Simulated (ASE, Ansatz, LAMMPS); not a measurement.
# Localised basis functions on bare Al-Cu alloy nanowire along [110] (46 atoms)

Aim: test how closely localised support functions follow the reference on bare Al-Cu alloy nanowire along [110] (46 atoms), and at what cost. A setting counts as converged where the r.m.s. difference of forces stays under 1 % of the r.m.s. force.

Method: Kohn-Sham DFT, PBE, PAW (set soft_2), plane waves, in Ansatz 0.2.0.

### Step 1. The structure

The cell holds 46 atoms: 23 Cu and 23 Al. Cell: a = 21.150 Å, b = 20.455 Å, c = 5.357 Å, α = 90.0°, β = 90.0°, γ = 90.0°. It derives from Al (fcc) and Cu. Hexagon section of size parameter 6.53 Å cut from fcc Al (a = 4.05 Å) along [110], 2 periods, 9 Å of vacuum, 23 atoms Cu at random; minimised with a classical potential (one cell length free). Vacuum lies along a and b. The structure repeats along c.

What the set-up can't give: The cell is under 6 Å thick along one periodic direction, so every atom has periodic images of itself close by, which move with it and show among its neighbours and in g(r). The host structure and its lattice constant were typed by rule, without a check against the phase diagram. Beside vacuum, support functions can miss their usual error bounds without a warning.

### Step 2. Making the structure

A minimisation with a classical potential prepares the built cell.

This step: classical potential: EAM (Cai and Ye, Phys. Rev. B 54, 8398 (1996)) (LAMMPS stable Jul 2025 - Update 4).

The input, in.lammps:

```
units metal
atom_style atomic
boundary p p p
atom_modify map array
read_data structure.data
pair_style eam/alloy
pair_coeff * * AlCu.eam.alloy Al Cu
thermo_style custom step temp pe press lx ly lz fmax
thermo 200
min_style cg
minimize 0 1e-4 3000 30000
fix box all box/relax z 0.0 vmax 0.001
minimize 0 1e-4 3000 30000
unfix box
minimize 0 1e-4 2000 20000
write_data relaxed.data nocoeff
```

Started as:

```bash
$ lmp -in in.lammps -log log.lammps -screen none -nocite
```

Numbers of over 12 decimals in the logs are rounded to 6 here.

The log of the run:

```text
LAMMPS (22 Jul 2025 - Update 4)
  46 atoms
   Step          Temp          PotEng         Press            Lx             Ly             Lz            Fmax     
         0   0             -145.33918     -35269.618      21.15          20.45513       5.7275649      0.92814729   
        76   0             -152.4643      -3454.3906      21.15          20.45513       5.7275649      2.0689771e-05
Loop time of 0.0665147 on 1 procs for 76 steps with 46 atoms
Minimization stats:
  Stopping criterion = force tolerance
  Energy initial, next-to-last, final = 
     -145.339184653497  -152.464298304787  -152.464298305847
  Force two-norm initial, final = 3.797884 8.4233311e-05
[... 13 lines left out ...]
  Iterations, force evaluations = 132 178
   Step          Temp          PotEng         Press            Lx             Ly             Lz            Fmax     
       208   0             -153.17404      239.00875      21.15          20.45513       5.356602       0.049386885  
       245   0             -153.2276      -647.84101      21.15          20.45513       5.356602       1.9363812e-05
Loop time of 0.0352245 on 1 procs for 37 steps with 46 atoms
Minimization stats:
  Stopping criterion = force tolerance
  Energy initial, next-to-last, final = 
     -153.174039598122  -153.227597568715  -153.227597570355
  Force two-norm initial, final = 0.15028715 8.6720179e-05
  Force max component initial, final = 0.049386885 1.9363812e-05
  Iterations, force evaluations = 37 73
```

Elapsed: 0.8 s, on 1 thread of Intel Xeon at 2.80GHz (Skylake/Cascade Lake), shared host.

### Step 3. Plane-wave single point

The first run fixes the reference, at a cutoff of 420 eV.

The input, input.yaml:

```yaml
crystal:
  lattice:
    - [21.15, 0.0, 0.0]
    - [0.0, 20.45513, 0.0]
    - [0.0, 0.0, 5.3566]
  atoms:
    - { symbol: Cu, position: [0.24268, 0.43663, 0.28369] }
    - { symbol: Cu, position: [0.24145, 0.43695, 0.78453] }
    - { symbol: Cu, position: [0.23783, 0.55489, 0.28424] }
    - { symbol: Cu, position: [0.23715, 0.55564, 0.78524] }
    - { symbol: Cu, position: [0.41739, 0.3091, 0.28431] }
    - { symbol: Cu, position: [0.41782, 0.31202, 0.78394] }
    - { symbol: Al, position: [0.32391, 0.36703, 0.03194] }
    - { symbol: Al, position: [0.41183, 0.43643, 0.28656] }
    - { symbol: Al, position: [0.32344, 0.36665, 0.53626] }
    - { symbol: Cu, position: [0.41285, 0.43696, 0.7818] }
    - { symbol: Cu, position: [0.32613, 0.49933, 0.03012] }
    - { symbol: Cu, position: [0.40802, 0.56607, 0.28655] }
    - { symbol: Cu, position: [0.32553, 0.49934, 0.53846] }
    - { symbol: Cu, position: [0.40877, 0.56409, 0.78198] }
    - { symbol: Al, position: [0.317, 0.62809, 0.03589] }
    - { symbol: Cu, position: [0.40699, 0.69544, 0.28671] }
    - { symbol: Al, position: [0.31649, 0.62837, 0.53404] }
    - { symbol: Al, position: [0.40248, 0.70095, 0.78492] }
    - { symbol: Al, position: [0.49622, 0.23648, 0.03345] }
    - { symbol: Al, position: [0.58606, 0.30586, 0.28555] }
    - { symbol: Al, position: [0.49604, 0.23688, 0.53503] }
    - { symbol: Al, position: [0.58707, 0.30445, 0.78292] }
    - { symbol: Cu, position: [0.50099, 0.37253, 0.03227] }
    - { symbol: Cu, position: [0.58569, 0.43781, 0.29035] }
    - { symbol: Cu, position: [0.5005, 0.37429, 0.53666] }
    - { symbol: Cu, position: [0.58608, 0.4356, 0.77955] }
    - { symbol: Al, position: [0.49946, 0.50151, 0.03541] }
    - { symbol: Cu, position: [0.59032, 0.56719, 0.28864] }
    - { symbol: Cu, position: [0.49958, 0.50163, 0.53521] }
    - { symbol: Al, position: [0.59004, 0.56687, 0.78219] }
    - { symbol: Al, position: [0.49644, 0.63398, 0.03485] }
    - { symbol: Al, position: [0.59133, 0.70147, 0.28502] }
    - { symbol: Al, position: [0.49646, 0.63042, 0.53375] }
    - { symbol: Al, position: [0.59188, 0.70465, 0.78435] }
    - { symbol: Al, position: [0.49415, 0.76734, 0.03538] }
    - { symbol: Cu, position: [0.49487, 0.75795, 0.5304] }
    - { symbol: Cu, position: [0.67063, 0.37184, 0.03502] }
    - { symbol: Al, position: [0.76607, 0.42708, 0.28454] }
    - { symbol: Cu, position: [0.67062, 0.37541, 0.53262] }
    - { symbol: Al, position: [0.76566, 0.42594, 0.78162] }
    - { symbol: Al, position: [0.67583, 0.4973, 0.03525] }
    - { symbol: Cu, position: [0.7673, 0.55431, 0.29076] }
    - { symbol: Cu, position: [0.67565, 0.49889, 0.53161] }
    - { symbol: Al, position: [0.77431, 0.55545, 0.78607] }
    - { symbol: Al, position: [0.68672, 0.63206, 0.03775] }
    - { symbol: Al, position: [0.68629, 0.63086, 0.53542] }
kpoints:
  mp_grid: { grid: [1, 1, 4] }
hamiltonian:
  xc: pbe
scf:
  occupations: { method: fermi_dirac, width: 0.1 }
output:
  forces: true
  populations: intrinsic
  dos:
    method: { smearing: { sigma: 0.08 } }
    de: 0.1
    projected: { site_lists: { Al: [Al], Cu: [Cu] } }
  eigenvalues: true
  write_density: true
  write_potential: true
  volumetric_format: npy
```

Started as:

```bash
$ ansatz run input.yaml --threads 8 --pin off --max-ram 15872MiB --backend cpu --events-out ev --progress --plain --runs-dir out
```

The log of the run:

```text
Engine: ansatz 0.2.0, x86_64-unknown-linux-gnu
Pseudopotentials: kind: paw
Pseudopotential: Cu, paw, valence charge 19, recommended cutoff 420 eV (normal), Cu.paw.azcp
Pseudopotential: Al, paw, valence charge 3, recommended cutoff 420 eV (normal), Al.paw.azcp
[... 5 lines on functional and potentials left out ...]
Crystal: 46 atoms, lattice volume = 2317.404 Å³
Basis set: ecut = 420 eV, 45195 PW (Γ), exchange–correlation on 288×288×72 points (8 copies of the dense FFT grid, shifted against one another)
Bands: 304, of which v1, the nominal top of the filled ones, is band 253 counted from 1 (252 counted from 0)
Symmetry: 1 space group operations
Space group: P1 (ITA 1), of the structure as read, at distance tolerance 1.3e-4 Å
k-points: 3 of 4 (time reversal used)
[... 5 lines on functional and potentials left out ...]
Initial density: superposition of atomic densities (neutral atoms: chi_scale 0, normalization atom), corrected by the library's trained network
Initial wavefunctions: pseudopotential atomic-orbital guess
Functional: x = pbe(κ = 0.804, μ = 0.219515), c = pbe(β = 0.066725)
SCF iter   1: F=—  HF=-164732.789263 eV  |F-HF|=—  |Δ(HF+E_count)|=         —  Δρ=3.09e-3  dr2=1.62e0  ethr=1.77e-3  ⟨swp⟩=9.7  Hψ=4162  notcnv=0  defer=49
preconditioner: auto → LDOS  [metal: Δε(μ)=0.061 eV  Ē_g=6.132 eV  σ=0.100 eV  W_gap=0.15  n_scr=360 (ndim 8)  ℏωp=13.8 eV  f_vac=0.643  D(μ)=17.20/eV (n_scr^D=44)  β→1.0]
SCF iter   2: F=—  HF=-164732.753518 eV  |F-HF|=—  |Δ(HF+E_count)|=   3.57e-2  Δρ=3.33e-3  dr2=3.58e-1  ethr=3.20e-4  ⟨swp⟩=2.0  Hψ=1563  notcnv=0  defer=52
SCF iter   3: F=—  HF=-164732.738905 eV  |F-HF|=—  |Δ(HF+E_count)|=   1.46e-2  Δρ=2.95e-3  dr2=1.23e-1  ethr=7.08e-5  ⟨swp⟩=2.0  Hψ=1429  notcnv=0  defer=52
SCF iter   4: F=—  HF=-164732.714802 eV  |F-HF|=—  |Δ(HF+E_count)|=   2.41e-2  Δρ=3.00e-4  dr2=3.57e-3  ethr=2.43e-5  ⟨swp⟩=2.0  Hψ=1298  notcnv=0  defer=52
SCF iter   5: F=—  HF=-164732.715085 eV  |F-HF|=—  |Δ(HF+E_count)|=   2.83e-4  Δρ=2.78e-4  dr2=1.30e-3  ethr=7.06e-7  ⟨swp⟩=3.0  Hψ=1767  notcnv=0  defer=52
SCF iter   6: F=—  HF=-164732.715127 eV  |F-HF|=—  |Δ(HF+E_count)|=   4.21e-5  Δρ=8.62e-5  dr2=2.18e-4  ethr=2.57e-7  ⟨swp⟩=2.0  Hψ=1624  notcnv=0  defer=52
SCF iter   7: F=—  HF=-164732.715207 eV  |F-HF|=—  |Δ(HF+E_count)|=   7.97e-5  Δρ=4.43e-5  dr2=5.47e-5  ethr=4.32e-8  ⟨swp⟩=2.0  Hψ=1273  notcnv=0  defer=52
SCF iter   8: F=—  HF=-164732.716084 eV  |F-HF|=—  |Δ(HF+E_count)|=   8.77e-4  Δρ=3.05e-5  dr2=1.75e-5  ethr=1.08e-8  ⟨swp⟩=2.0  Hψ=1390  notcnv=0  defer=52
SCF iter   9: F=—  HF=-164732.716084 eV  |F-HF|=—  |Δ(HF+E_count)|=   3.71e-8  Δρ=5.70e-6  dr2=1.10e-6  ethr=3.47e-9  ⟨swp⟩=2.0  Hψ=1282  notcnv=0  defer=52
SCF iter  10: F=—  HF=-164732.716088 eV  |F-HF|=—  |Δ(HF+E_count)|=   3.43e-6  Δρ=5.78e-6  dr2=6.24e-7  ethr=2.18e-10  ⟨swp⟩=3.7  Hψ=2138  notcnv=0  defer=52
SCF iter  11: F=—  HF=-164732.716088 eV  |F-HF|=—  |Δ(HF+E_count)|=   8.85e-7  Δρ=2.77e-6  dr2=1.78e-7  ethr=1.23e-10  ⟨swp⟩=2.0  Hψ=1291  notcnv=0  defer=52
SCF iter  12: F=-164732.716089 eV  HF=-164732.716089 eV  |F-HF|=1.08e-7  |Δ(HF+E_count)|=   1.28e-7  Δρ=7.00e-7  dr2=1.55e-8  ethr=1.98e-11  ⟨swp⟩=29.0  Hψ=7473  notcnv=0
SCF 1 converged in 12 iterations: F = -164732.716089 eV  dr2 = 1.55e-8
  greatest PAW one-centre occupation: 1.000 electrons in one spin orbital (limit 2), on the Cu atom at site 3 (counted from 0), in its partial waves of l = 0
WARN: The output density's exchange-correlation potential varies sharply where the density is thin. Do not read a vacuum level from v_tot or v_xc, or from such a field of the output density. On a cell that repeats whose density bears no net charge and no dipole along the vacuum's axis use v_es (v_loc + v_h of the components); [...]
SCF converged after 12 iterations
Free energy (F): -164732.716089 eV
Harris-Foulkes:  -164732.716089 eV  (|F-HF|=1.08e-7)
Internal energy: -164732.146493 eV  (E = F + TS)
E sigma→0 (E₀):  -164732.431291 eV
Entropy (-TS):   -0.569596 eV (-12.383 meV/atom)
Fermi energy:    0.169428 eV
--- Per-component energies (eV) ---
  E_band       = -15849.180587
  E_kinetic    = 7387.333769
  E_local      = -634058.498569  (includes V_loc(G=0)·N_el)
  E_nonlocal   = 9212.141885
  E_hartree    = 307697.540378
  E_xc         = -2944.882198
  E_vxc        = -3284.424568  (∫ρ·V_xc dr)
  E_paw        = -49007.420437  (= ΣΔE_a)
  E_vpaw       = -10500.836619  (= ΣTr[D̂ρ^β])
  E_aug_tail   = 0.006248  (compensation charges beyond the density's cutoff)
  E_ewald      = 196981.632432
  E_smearing   = -0.569596  (= −TS)
  E_closure    = -0.000000  (closes the sum)
  Σ components = -164732.716089   (vs F -164732.716089, Δ=0.00e0)
--- Forces (eV/Å), atoms counted from 1 ---
  atom   1  Cu     0.47320351    -0.33003522    -0.01406867
  atom   2  Cu     0.51925861    -0.34350302     0.01351373
  atom   3  Cu     0.50305486     0.38910463     0.00545487
  atom   4  Cu     0.52834323     0.35728603    -0.00502120
  atom   5  Cu    -0.24915081     0.06880507    -0.00033974
  atom   6  Cu    -0.29302571    -0.23867338     0.00218019
  atom   7  Al    -0.22877896    -0.19717537    -0.09177828
  atom   8  Al     0.21208639     0.30593534     0.28556112
  atom   9  Al    -0.21546461    -0.16963807     0.07372269
  atom  10  Cu    -0.03994772     0.13815861     0.08811074
  atom  11  Cu    -0.06484204    -0.10685822     0.12779865
  atom  12  Cu     0.23545009    -0.11903791    -0.05395564
  atom  13  Cu    -0.00426119    -0.09268732    -0.12430864
  atom  14  Cu     0.26848542     0.25338439     0.05000809
[...]
atom  45  Al     0.06318289     0.00740400     0.26222050
  atom  46  Al     0.16155115    -0.15069841    -0.29880111
  max |Σ_I F_I| component: 2.02e-5 eV/Å
--- Band table (eV) ---
  k-point 0: bands = ["-113.0918", "-112.9126", "-112.8668", "-112.8562", [... 288 levels ...], "3.9287", "3.9352", "4.0506", "4.1774", "4.2699", "4.3278", "4.4220", "4.4961", "4.5388", "4.6642", "4.6761", "4.7754"]
  k-point 1: bands = ["-113.0918", "-112.9126", "-112.8668", "-112.8562", [... 288 levels ...], "4.3632", "4.3888", "4.4779", "4.5075", "4.6100", "4.6519", "4.7195", "4.7563", "4.7931", "4.9217", "5.0159", "5.0756"]
  k-point 2: bands = ["-113.0918", "-112.9126", "-112.8668", "-112.8562", [... 288 levels ...], "4.2867", "4.3897", "4.4710", "4.5638", "4.5735", "4.7040", "4.9042", "4.9333", "5.0162", "5.0367", "5.1815", "5.2884"]
--- intrinsic populations: 46 sites ---
  site symbol       q [e]
     0     Cu     18.7490
     1     Cu     18.7409
     2     Cu     18.7507
[...]
45     Al      3.2239
  spilling = 0.000000 (of n_electrons = 506.000000)
```

Run time: 26 s. Hardware: 8 threads of AMD EPYC 9R45, shared host; peak memory 6.9 GiB; 3.2 min of CPU time.

Reading the cycles: dr2 is the Hartree energy of the density residual (eV), the measure of convergence; HF is the Harris–Foulkes estimate of the energy, which meets the free energy F at convergence.

The program notes that the exchange-correlation potential is rough where the density is thin.

The run gave:

```yaml
free_energy: -164732.7161 eV
free_energy_per_atom: -3581.1460 eV/atom
scf_cycles: 12
r_m_s_force_component: 0.2257 eV/Å
longest_force: 0.6378 eV/Å
fermi_energy: 0.1694 eV
levels_partly_filled_by_over_2_per_cent: 19
```

Neighbours are counted within 3.18 Å (Al-Al), 3.18 Å (Al-Cu), 3.18 Å (Cu-Cu).

Length of the force by element and coordination:

| element | coordination | atoms | mean length of the force (eV/Å) | spread | least | most |
| --- | --- | --- | --- | --- | --- | --- |
| Al | all | 23 | 0.392 | 0.111 | 0.203 | 0.581 |
| Al | 7 | 6 | 0.369 | 0.0635 | 0.264 | 0.478 |
| Al | 9 | 11 | 0.354 | 0.119 | 0.203 | 0.581 |
| Al | 12 | 6 | 0.485 | 0.0738 | 0.346 | 0.576 |
| Cu | all | 23 | 0.327 | 0.180 | 0.0583 | 0.638 |
| Cu | 7 | 6 | 0.579 | 0.0788 | 0.41 | 0.638 |
| Cu | 9 | 5 | 0.246 | 0.138 | 0.0621 | 0.414 |
| Cu | 12 | 12 | 0.235 | 0.0923 | 0.0583 | 0.388 |

States in the cell by windows of 1 eV, zero at the Fermi level; the larger projections on atomic orbitals stand beside the total:

| from (eV) | to (eV) | total | Cu d | Al p | Al s | Cu s |
| --- | --- | --- | --- | --- | --- | --- |
| -18 | -11 | 0.0 | 0.0 | 0.0 | 0.0 | 0.0 |
| -11 | -10 | 0.7 | 0.0 | 0.1 | 0.3 | 0.2 |
| -10 | -9 | 4.0 | 0.0 | 1.1 | 1.6 | 1.2 |
| -9 | -8 | 5.6 | 0.1 | 1.9 | 2.3 | 1.2 |
| -8 | -7 | 6.9 | 0.3 | 2.9 | 2.5 | 1.2 |
| -7 | -6 | 9.1 | 0.9 | 3.7 | 2.7 | 1.7 |
| -6 | -5 | 14.9 | 3.8 | 5.2 | 3.4 | 2.3 |
| -5 | -4 | 32.6 | 21.6 | 5.1 | 2.5 | 3.0 |
| -4 | -3 | 88.9 | 78.3 | 6.6 | 1.8 | 1.5 |
| -3 | -2 | 103.8 | 93.5 | 6.5 | 2.0 | 1.2 |
| -2 | -1 | 36.3 | 22.5 | 8.8 | 2.3 | 2.0 |
| -1 | 0 | 19.8 | 3.6 | 10.1 | 2.4 | 2.3 |
| 0 | 1 | 14.9 | 1.6 | 7.5 | 2.4 | 1.9 |
| 1 | 2 | 16.9 | 1.1 | 8.1 | 2.9 | 2.4 |
| 2 | 3 | 21.3 | 0.9 | 9.2 | 3.0 | 3.9 |
| 3 | 4 | 24.1 | 0.6 | 9.9 | 2.8 | 3.3 |

The curve was stored every 0.100 eV, coarse against its broadening of 0.08 eV, so these counts are rough.

The stored curve holds about 322 of the 506 electrons; the rest, give or take the few that broadening carries across the Fermi level, lie in deeper levels below its range.

The levels nearest the highest filled one (over half full), pooled over k-points and spins:

| level less the highest filled one (eV) | occupation |
| --- | --- |
| -0.13 | 1.73 |
| -0.107 | 1.66 |
| -0.038 | 1.43 |
| -0.0185 | 1.34 |
| -0.011 | 1.31 |
| 0 | 1.26 |
| 0.0682 | 0.926 |
| 0.123 | 0.664 |
| 0.149 | 0.556 |
| 0.233 | 0.286 |
| 0.295 | 0.164 |
| 0.374 | 0.078 |

Valence density in the cb plane at fractional x = 0.494, with atoms of Al and Cu within 0.2 Å of it. It is the smooth field of the valence electrons, not physical close to the nuclei.

Values in e/Å³, 24 rows by 15 columns, each cell a mean:
```
 0  0  0  0  0  0  0  0  0  0  0  0  0  0  0
 0  0  0  0  0  0  0  0  0  0  0  0  0  0  0
 0  0  0  0  0  0  0  0  0  0  0  0  0  0  0
 0  0  0  0  0  0  0  0  0  0  0  0  0  0  0
 0  0  0  0  0  0  0  1  1  0  0  0  0  0  0
 0  0  0  0  0  0  3 20 31  8  1  0  0  0  0
 0  0  0  0  0  0  1  4  6  2  0  0  0  0  0
 0  0  0  0  0  0  0  0  0  0  0  0  0  0  0
 0  0  0  0  0  0  0  0  0  0  0  0  0  0  0
 0  0  0  0  0  0  0  0  0  0  0  0  0  0  0
 0  0  0  0  0  0  0  0  0  0  0  0  0  0  0
 0  0  0  0  0  0  2 14 24  8  1  0  0  0  0
 0  0  0  0  0  0  1  6 11  4  1  0  0  0  0
 0  0  0  0  0  0  0  0  0  0  0  0  0  0  0
19 12  2  0  0  0  2 12 21  7  1  0  0  1  5
14  9  2  0  0  0  1  7 12  4  1  0  0  1  4
 0  0  0  0  0  0  0  0  0  0  0  0  0  0  0
 0  0  0  0  0  0  0  0  0  0  0  0  0  0  0
 0  0  0  0  0  0  0  0  0  0  0  0  0  0  0
 0  0  0  0  0  0  0  0  0  0  0  0  0  0  0
 0  0  0  0  0  0  0  0  0  0  0  0  0  0  0
 0  0  0  0  0  0  0  0  0  0  0  0  0  0  0
 0  0  0  0  0  0  0  0  0  0  0  0  0  0  0
 0  0  0  0  0  0  0  0  0  0  0  0  0  0  0
```
Columns run along c (5.4 Å), rows up along b (20.5 Å). Atoms in or near the plane, at fractional coordinates: Al at (0.03, 0.24), Al at (0.54, 0.24), Cu at (0.03, 0.37), Cu at (0.54, 0.37), Al at (0.04, 0.50), Cu at (0.54, 0.50), Al at (0.03, 0.63), Al at (0.53, 0.63), Al at (0.04, 0.77), Cu at (0.53, 0.76).

Electrostatic potential energy in the cb plane at fractional x = 0.494, with atoms of Al and Cu within 0.2 Å of it. With pseudopotentials it is smooth inside the atoms' cores, unlike the true potential.

Ten even steps from '0' (-46 eV) to '9' (5 eV), each cell a mean:
```
999999999999999
999999999999999
999999999999999
999999999999999
667899877899987
775788300068866
667898643589987
778999877889987
765787567668866
667898666678876
778999887899998
666788400168865
666898632379876
888999988899998
014898410169972
125898522379973
889999988999999
666898666678876
766787667668866
778999887899998
999999999999999
999999999999999
999999999999999
999999999999999
```
Columns run along c (5.4 Å; values clipped at the 3rd and 97th percentile), rows up along b (20.5 Å). Atoms in or near the plane, at fractional coordinates: Al at (0.03, 0.24), Al at (0.54, 0.24), Cu at (0.03, 0.37), Cu at (0.54, 0.37), Al at (0.04, 0.50), Cu at (0.54, 0.50), Al at (0.03, 0.63), Al at (0.53, 0.63), Al at (0.04, 0.77), Cu at (0.53, 0.76).

Forces differ by site in this geometry: Cu atoms with 7 neighbours bear 0.58 eV/Å on average, against 0.24 eV/Å for those with 12. Within 0.4 eV of the Fermi level the largest share is Al p (54 % of the projected weight).

(Continued in part 2 of 2.)

[Logs are printed without paths, hosts, clocks, repeated set-up lines and the standing remarks that a program may print on its own settings, such as how far it seeks lower states.]

[Hosts, paths, dates, database ids (printed as entryN), source tags and the programs' standing remarks are cut or masked in the printed files.]
